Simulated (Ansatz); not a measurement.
# Nb: a tetragonal deformation path

An exercise on one series of results from a longer session: the logs are not shown, and one member is left open.

The COD entry's cell or inner coordinates are ideal or old and differ from later refinements, so a difference from it is no clean test against experiment.

Computed with Ansatz 0.2.0 (DFT PBE, scalar-relativistic, plane waves, PAW, unless a step's input says otherwise).

## The structure to begin with

It takes space group Im-3m (No. 229, cubic). The conventional cell has a = 3.328 Å, b = 3.328 Å, c = 3.328 Å, α = 90.00°, β = 90.00°, γ = 90.00°. Nb (site symmetry m-3m) is surrounded by 8 Nb at 2.88 Å.

Coordinates:

```
Nb
1.0
    -1.66395    1.66395    1.66395
     1.66395   -1.66395    1.66395
     1.66395    1.66395   -1.66395
Nb
1
Cartesian
  0.0000 0.0000 0.0000
```

No relaxation comes first: the listed cell is the starting point.

## Zero of energy

The reference gives a free energy of -4552.2900 eV, pressure -2.57 GPa, largest force 0.000 eV/Å and gap on the mesh none (metal). It was computed beforehand with the settings of the runs below.

Set-up of the first run:

At fixed volume and fractional coordinates, lengths along (0.000, 0.000, 1.000) are scaled against those across it; ρ is that ratio over its starting value.

The input, input.yaml:

```yaml
crystal:
  lattice:
    - [-1.8678147505, 1.8678147505, 1.3205450286]
    - [1.8678147505, -1.8678147505, 1.3205450286]
    - [1.8678147505, 1.8678147505, -1.3205450286]
  atoms:
    - { symbol: Nb, position: [0.0, 0.0, 0.0] }
basis:
  ecutwfc: 420
kpoints:
  mp_grid: { grid: [22, 22, 22] }
hamiltonian:
  xc: pbe
scf:
  occupations: { method: gaussian, width: 0.15 }
output:
  forces: true
  stress: true
  eigenvalues: true
```

On the command line:

```
$ ansatz run input.yaml --threads 1 --pin off --max-ram 2560MiB --backend cpu --events-out ev --progress --plain --runs-dir out
```

Among the steps run: At ρ = 0.707; ρ = 1.414; At ρ = 0.850; ρ = 1.200; Point ρ = 0.780; At ρ = 1.300; ρ = 0.920; ρ = 1.100; At ρ = 0.650; Point ρ = 1.500; ρ = 0.960; At ρ = 1.050.

One table of the session follows, with a row left open; its other results are not shown here.

It belongs to the step «The scan collected». 

| ρ | ΔE (meV/atom) | pressure (GPa) |
| --- | --- | --- |
| 0.650 | 394.6 | 7.3 |
| 0.707 | 302.1 | 3.2 |
| 0.780 | 211.6 | 1.6 |
| 0.850 | 95.7 | -0.4 |
| 0.920 | 23.9 | -2.2 |
| 0.960 | 6.2 | -2.5 |
| 1.000 | 0.0 | -2.6 |
| 1.050 | 10.1 | -2.4 |
| 1.100 | 39.0 | -2.0 |
| 1.200 | 140.1 | -0.2 |
| 1.300 | 256.7 | 1.8 |
| 1.414 | ? | ? |
| 1.500 | 292.3 | 2.5 |

**Question.** Estimate the row for ρ = 1.414.

Worked estimate for «ΔE (meV/atom)». A straight line through the neighbours (1.300, 256.7) and (1.500, 292.3) gives 256.7 + (292.3 − 256.7) × (1.414 − 1.300) / (1.500 − 1.300) = 277.0; a parabola fitted to 3 rows on both sides gives 309.3.

As computed: ΔE (meV/atom): 325.0; pressure (GPa): 3.1. In «ΔE (meV/atom)» the line misses by -48.0 and the parabola by -15.7. Between these rows the values bend or scatter more than so simple an estimate can follow.
